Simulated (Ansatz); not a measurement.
## Slab bands of honeycomb SnTe, 3 layers

Wanted: the bands of honeycomb SnTe, 3 layers, and its levels against the vacuum.

Program: Ansatz 0.2.0. Level of theory: plane-wave DFT, PBE-D3(BJ), Ansatz PAW, in the first sound run; inputs show where later runs differ. Results are calculated unless marked as measured.

**1. Starting point**

The cell holds 6 atoms: 3 Te and 3 Sn. Its edges and angles: a = 4.180 Å, b = 4.180 Å, c = 29.370 Å, α = 90.0°, β = 90.0°, γ = 120.0°. Regions: layer 1: honeycomb SnTe, 2 atoms (1 Te and 1 Sn); layer 2: honeycomb SnTe, 2 atoms (1 Te and 1 Sn); layer 3: honeycomb SnTe, 2 atoms (1 Te and 1 Sn). Vacuum lies along c.

**2. Relaxation**

The structure is relaxed first, because levels and dipoles at a surface follow the positions of the outer atoms.

input.yaml

```yaml
crystal:
  lattice:
    - [4.18, 0.0, 0.0]
    - [-2.09, 3.6199861878, 0.0]
    - [0.0, 0.0, 29.37]
  atoms:
    - { symbol: Te, position: [0.6666666667, 0.3333333333, 0.3064351379] }
    - { symbol: Sn, position: [0.3333333333, 0.6666666667, 0.3639768471] }
    - { symbol: Te, position: [0.0, 0.0, 0.4712291454] }
    - { symbol: Sn, position: [0.6666666667, 0.3333333333, 0.5287708546] }
    - { symbol: Te, position: [0.3333333333, 0.6666666667, 0.6360231529] }
    - { symbol: Sn, position: [0.0, 0.0, 0.6935648621] }
kpoints:
  mp_grid: { grid: [12, 12, 1] }
hamiltonian:
  xc: pbe
  dispersion: d3bj
scf:
  occupations: { method: fermi_dirac, width: 0.1 }
  convergence: { dr2_threshold: 1.0e-08 }
efield:
  axis: 3
  dipole_correction: true
  ramp_position: 0.97
  ramp_width: 0.06
relax:
  f_tol: 0.01
  max_steps: 60
output:
  write_potential: true
  write_density: true
  volumetric_format: npy
```

Launch:

```console
> ansatz run input.yaml --threads 4 --pin off --max-ram 6144MiB --backend cpu --events-out ev --progress --plain --runs-dir out
```

Numbers of over 12 decimals in the logs are rounded to 6 here.

Log:

```text
Engine: ansatz 0.2.0, aarch64-unknown-linux-gnu
Pseudopotentials: kind: paw
Pseudopotential: Te, paw, valence charge 16, recommended cutoff 420 eV (normal), Te.paw.azcp
Pseudopotential: Sn, paw, valence charge 14, recommended cutoff 420 eV (normal), Sn.paw.azcp
Functional definition: PBE
  parameter kappa = 0.804
  parameter beta = 0.066725
  exchange = pbe_x(kappa = kappa, mu = beta*pi^2/3)
  correlation = pbe_c(beta = beta)
Crystal: 6 atoms, lattice volume = 444.413 Å³
Basis set: ecut = 420 eV, 8613 PW (Γ), exchange–correlation on 60×60×400 points (8 copies of the dense FFT grid, shifted against one another)
Bands: 54, of which v1, the nominal top of the filled ones, is band 45 counted from 1 (44 counted from 0)
Symmetry: 6 space group operations
Space group: P3m1 (ITA 156), of the structure as read, at distance tolerance 7.6e-5 Å
k-points: 19 of 144 (time reversal used)
Non-local potential: Te, projectors of the file, l = 0: 2, l = 1: 2, l = 2: 2, l = 3: 2
Non-local potential: Sn, projectors of the file, l = 0: 2, l = 1: 2, l = 2: 2, l = 3: 2
PAW form: soft (Blöchl's): semilocal exchange-correlation on the pseudo side does not see the compensation charge
PAW one-centre angular grid: Te, 590 points (default); XC on 64 Gauss nodes
PAW one-centre angular grid: Sn, 590 points (default); XC on 64 Gauss nodes
Initial density: superposition of atomic densities (neutral atoms: chi_scale 0, normalization atom), corrected by the library's trained network
Initial wavefunctions: pseudopotential atomic-orbital guess
Functional: x = pbe(κ = 0.804, μ = 0.219515), c = pbe(β = 0.066725)
SCF iter   1: F=—  HF=-39015.486697 eV  |F-HF|=—  |Δ(HF+E_count)|=         —  Δρ=1.47e-3  dr2=2.97e-1  ethr=1.77e-3  p=0.040 e·Å  D=1.64e-2 V/Å  ΔV_dip=-0.48 eV  dr2_dipole=1.94e-1  V_vac-E_F(+/−)=3.80/4.28 eV  ⟨swp⟩=9.7  Hψ=4552  notcnv=0
efield: sawtooth ramp at fractional position 0.9700 (set: `efield.ramp_position`, or a place that a band, a saddle search or an elastic batch's reference lends), width 0.0600; the density the first Hamiltonian is built on has a dipole p = 0.040 e·Å; the dipole correction subtracts the counter field D = 1.64e-2 V/Å, which shifts the + side's vacuum level by -0.48 eV against the − side's; the planar-averaged density in the ramp window peaks in size at 1.1e-5 e/Å³
preconditioner: auto → LDOS  [insulator: Δε(μ)=0.408 eV  Ē_g=7.445 eV  σ=0.100 eV  W_gap=0.77  n_scr=84 (ndim 8)  ℏωp=9.6 eV  f_vac=0.494  D(μ)=0.35/eV (n_scr^D=2)  ε∞_Penn≈2.7  β→1.0]
SCF iter   2: F=—  HF=-39015.555526 eV  |F-HF|=—  |Δ(HF+E_count)|=   6.88e-2  Δρ=3.38e-3  dr2=2.38e0  ethr=3.30e-4  p=0.183 e·Å  D=7.44e-2 V/Å  ΔV_dip=-2.18 eV  dr2_dipole=1.65e0  V_vac-E_F(+/−)=3.08/5.26 eV  ⟨swp⟩=3.1  Hψ=1677  notcnv=0  recentre
SCF iter   3: F=—  HF=-39015.461375 eV  |F-HF|=—  |Δ(HF+E_count)|=   9.42e-2  Δρ=8.67e-4  dr2=1.34e-1  ethr=3.30e-4  p=0.067 e·Å  D=2.74e-2 V/Å  ΔV_dip=-0.80 eV  dr2_dipole=8.81e-2  V_vac-E_F(+/−)=3.66/4.47 eV  ⟨swp⟩=3.1  Hψ=1582  notcnv=0
SCF iter   4: F=—  HF=-39015.448999 eV  |F-HF|=—  |Δ(HF+E_count)|=   1.24e-2  Δρ=6.22e-4  dr2=1.93e-2  ethr=1.49e-4  p=0.095 e·Å  D=3.88e-2 V/Å  ΔV_dip=-1.14 eV  dr2_dipole=1.17e-2  V_vac-E_F(+/−)=3.54/4.68 eV  ⟨swp⟩=1.0  Hψ=1197  notcnv=0
SCF iter   5: F=—  HF=-39015.446901 eV  |F-HF|=—  |Δ(HF+E_count)|=   2.10e-3  Δρ=2.86e-4  dr2=8.20e-4  ethr=2.15e-5  p=0.111 e·Å  D=4.52e-2 V/Å  ΔV_dip=-1.33 eV  dr2_dipole=1.19e-4  V_vac-E_F(+/−)=3.45/4.78 eV  ⟨swp⟩=2.0  Hψ=1111  notcnv=0
SCF iter   6: F=—  HF=-39015.446790 eV  |F-HF|=—  |Δ(HF+E_count)|=   1.12e-4  Δρ=1.55e-4  dr2=4.27e-4  ethr=9.12e-7  p=0.111 e·Å  D=4.52e-2 V/Å  ΔV_dip=-1.33 eV  dr2_dipole=2.07e-4  V_vac-E_F(+/−)=3.46/4.78 eV  ⟨swp⟩=2.4  Hψ=1500  notcnv=0
SCF iter   7: F=—  HF=-39015.446752 eV  |F-HF|=—  |Δ(HF+E_count)|=   3.74e-5  Δρ=5.72e-5  dr2=8.18e-5  ethr=4.74e-7  p=0.109 e·Å  D=4.44e-2 V/Å  ΔV_dip=-1.30 eV  dr2_dipole=2.49e-5  V_vac-E_F(+/−)=3.47/4.77 eV  ⟨swp⟩=2.2  Hψ=1600  notcnv=0
SCF iter   8: F=—  HF=-39015.446735 eV  |F-HF|=—  |Δ(HF+E_count)|=   1.73e-5  Δρ=2.74e-5  dr2=8.58e-6  ethr=9.09e-8  p=0.109 e·Å  D=4.45e-2 V/Å  ΔV_dip=-1.31 eV  dr2_dipole=3.32e-6  V_vac-E_F(+/−)=3.47/4.77 eV  ⟨swp⟩=1.9  Hψ=1094  notcnv=0
SCF iter   9: F=—  HF=-39015.446564 eV  |F-HF|=—  |Δ(HF+E_count)|=   1.71e-4  Δρ=1.29e-5  dr2=1.34e-6  ethr=9.53e-9  p=0.109 e·Å  D=4.46e-2 V/Å  ΔV_dip=-1.31 eV  dr2_dipole=6.76e-8  V_vac-E_F(+/−)=3.47/4.77 eV  ⟨swp⟩=3.0  Hψ=1724  notcnv=0
SCF iter  10: F=—  HF=-39015.446563 eV  |F-HF|=—  |Δ(HF+E_count)|=   3.28e-7  Δρ=3.65e-6  dr2=9.31e-8  ethr=1.49e-9  p=0.109 e·Å  D=4.46e-2 V/Å  ΔV_dip=-1.31 eV  dr2_dipole=9.57e-10  V_vac-E_F(+/−)=3.47/4.77 eV  ⟨swp⟩=3.0  Hψ=2145  notcnv=0
SCF iter  11: F=—  HF=-39015.446563 eV  |F-HF|=—  |Δ(HF+E_count)|=   5.83e-9  Δρ=9.03e-7  dr2=3.32e-8  ethr=1.03e-10  p=0.109 e·Å  D=4.46e-2 V/Å  ΔV_dip=-1.31 eV  dr2_dipole=1.25e-8  V_vac-E_F(+/−)=3.47/4.77 eV  ⟨swp⟩=2.0  Hψ=1896  notcnv=0
SCF iter  12: F=-39015.446563 eV  HF=-39015.446563 eV  |F-HF|=5.02e-10  |Δ(HF+E_count)|=   2.18e-9  Δρ=2.57e-7  dr2=1.57e-9  ethr=1.11e-11  p=0.109 e·Å  D=4.46e-2 V/Å  ΔV_dip=-1.31 eV  dr2_dipole=5.38e-10  V_vac-E_F(+/−)=3.47/4.77 eV  ⟨swp⟩=7.4  Hψ=6018  notcnv=0
SCF 1 converged in 12 iterations: F = -39015.446563 eV  dr2 = 1.57e-9
  greatest PAW one-centre occupation: 0.998 electrons in one spin orbital (limit 2), on the Te atom at site 2 (counted from 0), in its partial waves of l = 2
relax step   1: F+E_penalty+E_count = -39015.44656346 eV  Δ(F+E_penalty+E_count) = +0.000e0 eV  max|allowed force component| = 1.220e-1 eV/Å  Δτ_max = 0.0000 Å  (12 SCF iters, accepted)
Initial density: handed on by an earlier stage of this run
Initial wavefunctions: those handed on with the density
iter 1 solved again at ethr=6.12e-5 eV; its pass at ethr=3.10e-3 eV (dr2=5.50e-2 eV) is discarded
SCF iter   1: F=—  HF=-39015.494965 eV  |F-HF|=—  |Δ(HF+E_count)|=         —  Δρ=3.98e-3  dr2=5.56e-2  ethr=6.12e-5  p=0.109 e·Å  D=4.46e-2 V/Å  ΔV_dip=-1.31 eV  dr2_dipole=3.59e-3  V_vac-E_F(+/−)=3.43/4.74 eV  ⟨swp⟩=1.1  Hψ=4169  notcnv=0
efield: sawtooth ramp at fractional position 0.9700 (set: `efield.ramp_position`, or a place that a band, a saddle search or an elastic batch's reference lends), width 0.0600; the density the first Hamiltonian is built on has a dipole p = 0.109 e·Å; the dipole correction subtracts the counter field D = 4.46e-2 V/Å, which shifts the + side's vacuum level by -1.31 eV against the − side's; the planar-averaged density in the ramp window peaks in size at 9.5e-7 e/Å³
[...]
SCF 3 converged in 9 iterations: F = -39015.512626 eV  dr2 = 1.99e-9
relax step   3: F+E_penalty+E_count = -39015.51262620 eV  Δ(F+E_penalty+E_count) = -1.879e-2 eV  max|allowed force component| = 1.160e-1 eV/Å  Δτ_max = 0.1935 Å  (9 SCF iters, accepted)
[...]
relax step   4: F+E_penalty+E_count = -39015.51476132 eV  Δ(F+E_penalty+E_count) = -2.135e-3 eV  max|allowed force component| = 4.138e-2 eV/Å  Δτ_max = 0.0335 Å  (7 SCF iters, accepted)
[...]
relax step   5: F+E_penalty+E_count = -39015.51618790 eV  Δ(F+E_penalty+E_count) = -1.427e-3 eV  max|allowed force component| = 4.784e-2 eV/Å  Δτ_max = 0.0263 Å  (7 SCF iters, accepted)
[...]
relax step   6: F+E_penalty+E_count = -39015.52967896 eV  Δ(F+E_penalty+E_count) = -1.349e-2 eV  max|allowed force component| = 7.058e-2 eV/Å  Δτ_max = 0.1269 Å  (8 SCF iters, accepted)
[...]
relax step   7: F+E_penalty+E_count = -39015.51748295 eV  Δ(F+E_penalty+E_count) = +1.220e-2 eV  max|allowed force component| = 1.758e-1 eV/Å  Δτ_max = 0.1950 Å  (9 SCF iters, rejected (line search))
[...]
relax step   8: F+E_penalty+E_count = -39015.53528129 eV  Δ(F+E_penalty+E_count) = -5.602e-3 eV  max|allowed force component| = 2.272e-2 eV/Å  Δτ_max = 0.0948 Å  (8 SCF iters, accepted)
SCF iter   1: F=—  HF=-39015.535956 eV  |F-HF|=—  |Δ(HF+E_count)|=         —  Δρ=2.50e-4  dr2=3.40e-4  ethr=3.09e-6  p=0.093 e·Å  D=3.77e-2 V/Å  ΔV_dip=-1.11 eV  dr2_dipole=6.99e-5  V_vac-E_F(+/−)=3.48/4.59 eV  ⟨swp⟩=3.1  Hψ=2554  notcnv=0
efield: sawtooth ramp at fractional position 0.9700 (set: `efield.ramp_position`, or a place that a band, a saddle search or an elastic batch's reference lends), width 0.0600; the density the first Hamiltonian is built on has a dipole p = 0.093 e·Å; the dipole correction subtracts the counter field D = 3.77e-2 V/Å, which shifts the + side's vacuum level by -1.11 eV against the − side's; the planar-averaged density in the ramp window peaks in size at 2.3e-6 e/Å³
preconditioner: auto → LDOS  [metal: Δε(μ)=0.078 eV  Ē_g=7.657 eV  σ=0.100 eV  W_gap=0.19  n_scr=84 (ndim 8)  ℏωp=9.6 eV  f_vac=0.531  D(μ)=1.54/eV (n_scr^D=6)  β→1.0]
SCF iter   2: F=—  HF=-39015.535943 eV  |F-HF|=—  |Δ(HF+E_count)|=   1.28e-5  Δρ=6.86e-5  dr2=7.67e-5  ethr=3.77e-7  p=0.092 e·Å  D=3.74e-2 V/Å  ΔV_dip=-1.10 eV  dr2_dipole=5.43e-8  V_vac-E_F(+/−)=3.48/4.58 eV  ⟨swp⟩=2.1  Hψ=1685  notcnv=0
SCF iter   3: F=—  HF=-39015.535922 eV  |F-HF|=—  |Δ(HF+E_count)|=   2.09e-5  Δρ=4.49e-5  dr2=3.70e-5  ethr=8.52e-8  p=0.092 e·Å  D=3.76e-2 V/Å  ΔV_dip=-1.10 eV  dr2_dipole=8.95e-7  V_vac-E_F(+/−)=3.48/4.59 eV  ⟨swp⟩=2.0  Hψ=1803  notcnv=0
SCF iter   4: F=—  HF=-39015.535915 eV  |F-HF|=—  |Δ(HF+E_count)|=   6.42e-6  Δρ=1.64e-5  dr2=3.68e-6  ethr=4.11e-8  p=0.092 e·Å  D=3.75e-2 V/Å  ΔV_dip=-1.10 eV  dr2_dipole=2.16e-8  V_vac-E_F(+/−)=3.48/4.58 eV  ⟨swp⟩=2.0  Hψ=1127  notcnv=0
SCF iter   5: F=—  HF=-39015.535748 eV  |F-HF|=—  |Δ(HF+E_count)|=   1.68e-4  Δρ=3.45e-6  dr2=2.70e-7  ethr=4.08e-9  p=0.092 e·Å  D=3.75e-2 V/Å  ΔV_dip=-1.10 eV  dr2_dipole=6.88e-9  V_vac-E_F(+/−)=3.48/4.58 eV  ⟨swp⟩=2.0  Hψ=1505  notcnv=0
SCF iter   6: F=-39015.535748 eV  HF=-39015.535748 eV  |F-HF|=2.04e-10  |Δ(HF+E_count)|=   2.47e-8  Δρ=9.00e-7  dr2=8.12e-9  ethr=1.11e-11  p=0.092 e·Å  D=3.75e-2 V/Å  ΔV_dip=-1.10 eV  dr2_dipole=1.48e-10  V_vac-E_F(+/−)=3.48/4.58 eV  ⟨swp⟩=8.6  Hψ=6936  notcnv=0
WARN: dispersion: an atom stands within reach of a switch of its C6 between two reference coordination numbers of its element: through that C6 alone, e_disp changes by 0.025 eV or more while the distances to its neighbours run over a stretch of 0.05 Å that contains this geometry (sites counted from 0 in the run's list of atoms or, in a supercell that it derives, in that cell's: here a list of 6) — site 3 (Sn): coordination number 3.410 (about 3.19 to 3.63 with every neighbour 0.05 Å farther or nearer), switch near 3.419 between the references 2.926 (weight 0.52) and 3.912 (weight 0.48), e_disp changing by some 0.03 eV. [rest of the remark cut]
SCF 9 converged in 6 iterations: F = -39015.535748 eV  dr2 = 8.12e-9
relax step   9: F+E_penalty+E_count = -39015.53574762 eV  Δ(F+E_penalty+E_count) = -4.663e-4 eV  max|allowed force component| = 5.798e-3 eV/Å  Δτ_max = 0.0151 Å  (6 SCF iters, accepted)
NSCF: frozen V_eff on 19 k-points
the band table was solved once a step of the walk had ended and its energy, with any forces and stress, was formed, with the checks that follow a solve (4599 applications of the Hamiltonian). They found nothing against the state; the energy, forces and stress were not computed again (output.eigenvalues in the input reference)
SCF converged after 6 iterations
Free energy (F): -39015.535748 eV
Harris-Foulkes:  -39015.535748 eV  (|F-HF|=2.04e-10)
Internal energy: -39015.484087 eV  (E = F + TS)
E sigma→0 (E₀):  -39015.509918 eV
Entropy (-TS):   -0.051660 eV (-8.610 meV/atom)
Fermi energy:    1.778793 eV
Dipole field:    D = 0.037532 V/Å  (p = 0.092177 e·Å, saw-weighted, corrected)
Work function:   Φ+ = 3.4808 eV   Φ− = 4.5831 eV
Levels:          The Fermi level and band energies are counted from a zero that moves with the ramp; work functions are not
--- Per-component energies (eV) ---
  E_band       = -1770.838265
  E_kinetic    = 1098.194488
  E_local      = -84156.934482  (includes V_loc(G=0)·N_el)
  E_nonlocal   = -1028.469691
  E_hartree    = 42556.033490
  E_xc         = -1520.852863
  E_vxc        = -599.949758  (∫ρ·V_xc dr)
  E_paw        = -26389.900090  (= ΣΔE_a)
  E_vpaw       = -2195.927938  (= ΣTr[D̂ρ^β])
  E_aug_tail   = -0.000614  (compensation charges beyond the density's cutoff)
  E_efield     = 0.001730  (sawtooth field / dipole correction)
  E_vefield    = 0.194294  (∫n·V_field dr)
  E_ewald      = 30428.415331
  E_disp       = -1.971386  (pairwise vdW)
  E_smearing   = -0.051660  (= −TS)
  E_closure    = -0.000000  (closes the sum)
  Σ components = -39015.535748   (vs F -39015.535748, Δ=0.00e0)
--- Forces (eV/Å), atoms counted from 1 ---
  atom   1  Te    -0.00000000    -0.00000000     0.00389745
  atom   2  Sn     0.00000000     0.00000000     0.00000822
  atom   3  Te    -0.00000000    -0.00000000    -0.00579838
  atom   4  Sn    -0.00000000     0.00000000     0.00005920
  atom   5  Te    -0.00000000     0.00000000     0.00243595
  atom   6  Sn    -0.00000000    -0.00000000    -0.00060323
  max |Σ_I F_I| component: 7.83e-7 eV/Å
--- Band table (eV; the first three rows and the last of 19) ---
  k-point 0: bands = [... 41 lower, 0.4986, 0.8028, 0.8028, 1.8531, 2.3662, 3.3900, 3.6161, 3.6161, ... 5 higher]
  k-point 1: bands = [... 41 lower, 0.2339, 0.7154, 0.8107, 2.0147, 2.5861, 3.3161, 3.5980, 3.7002, ... 5 higher]
  k-point 2: bands = [... 41 lower, -0.1092, 0.4896, 0.7401, 1.6122, 2.5728, 3.2600, 3.6926, 3.8083, ... 5 higher]
  k-point 18: bands = [... 41 lower, -1.3478, -0.7382, -0.3310, 0.0176, 2.1979, 2.6923, 2.8038, 4.0835, ... 5 higher]
--- Relaxed structure (9 steps of the walk, 8 accepted, 0 SCFs on fresh bases) ---
  F+E_penalty+E_count = -39015.53574762 eV   max|allowed force component| = 5.798e-3 eV/Å
  atoms:
    - { symbol: Te, position: [0.666667, 0.333333, 0.327822] }
    - { symbol: Sn, position: [0.333333, 0.666667, 0.384059] }
    - { symbol: Te, position: [-4.375238250172301e-18, 0, 0.465620] }
    - { symbol: Sn, position: [0.666667, 0.333333, 0.524447] }
    - { symbol: Te, position: [0.333333, 0.666667, 0.619996] }
    - { symbol: Sn, position: [-1.2098142547318637e-17, 0, 0.678056] }
```

It took 3.5 min on 4 threads of Arm Neoverse V2, shared host; peak memory 0.99 GiB; 5.8 min of CPU time.

The steps of the relaxation:

| step | energy less that of the first step (eV) | largest force component (eV/Å) |
| --- | --- | --- |
| 1 | 0.0000 | 0.1220 |
| 2 | -0.0473 | 0.1099 |
| 3 | -0.0661 | 0.1160 |
| 4 | -0.0682 | 0.0414 |
| 5 | -0.0696 | 0.0478 |
| 6 | -0.0831 | 0.0706 |
| 7 | -0.0709 | 0.1758 |
| 8 | -0.0887 | 0.0227 |
| 9 | -0.0892 | 0.0058 |

Relaxation step 7 was tried and not accepted.

Forces are held to the 6 operations that the run works with; a distortion that breaks them can't arise in this run.

The atoms that moved most (Å):

| atom | dx | dy | dz | length |
| --- | --- | --- | --- | --- |
| Te1 | 0.000 | 0.000 | 0.628 | 0.628 |
| Sn2 | 0.000 | 0.000 | 0.590 | 0.590 |
| Te5 | 0.000 | 0.000 | -0.471 | 0.471 |
| Sn6 | 0.000 | 0.000 | -0.455 | 0.455 |
| Te3 | 0.000 | 0.000 | -0.165 | 0.165 |
| Sn4 | 0.000 | 0.000 | -0.127 | 0.127 |

The relaxed structure:

```cif
data_structure
_symmetry_space_group_name_H-M 'P 1'
_symmetry_Int_Tables_number 1
_cell_length_a 4.1800
_cell_length_b 4.1800
_cell_length_c 29.3700
_cell_angle_alpha 90.000
_cell_angle_beta 90.000
_cell_angle_gamma 120.000
_cell_volume 444.41
loop_
_atom_site_label
_atom_site_type_symbol
_atom_site_fract_x
_atom_site_fract_y
_atom_site_fract_z
_atom_site_occupancy
Te1 Te 0.66667 0.33333 0.32782 1
Sn2 Sn 0.33333 0.66667 0.38406 1
Te3 Te 0.00000 0.00000 0.46562 1
Sn4 Sn 0.66667 0.33333 0.52445 1
Te5 Te 0.33333 0.66667 0.62000 1
Sn6 Sn 0.00000 0.00000 0.67806 1
```

Numbers from this step:

- energy at zero smearing: -39015.5099 eV
- work function, upper face: 3.481 eV
- work function, lower face: 4.583 eV
- dipole along the normal: 0.09218 e·Å
- step between the vacuum levels: -1.102 eV

The relaxation took 9 steps and lowered the energy by 0.089 eV; the largest force on the free atoms ends at 0.0058 eV/Å.

The work function of the upper face is 3.48 eV.

(Part 1 of 3 ends here.)

[Logs are printed without paths, hosts, clocks, repeated set-up lines and the standing remarks that a program may print on its own settings, such as how far it seeks lower states.]

[Hosts, paths, dates, database ids (printed as entryN), source tags and the programs' standing remarks are cut or masked in the printed files.]

[Maps of the electrostatic potential energy from Ansatz leave out the sawtooth potential of an applied field or a dipole correction, so their vacuum need not be flat; planar profiles and work functions include it.]
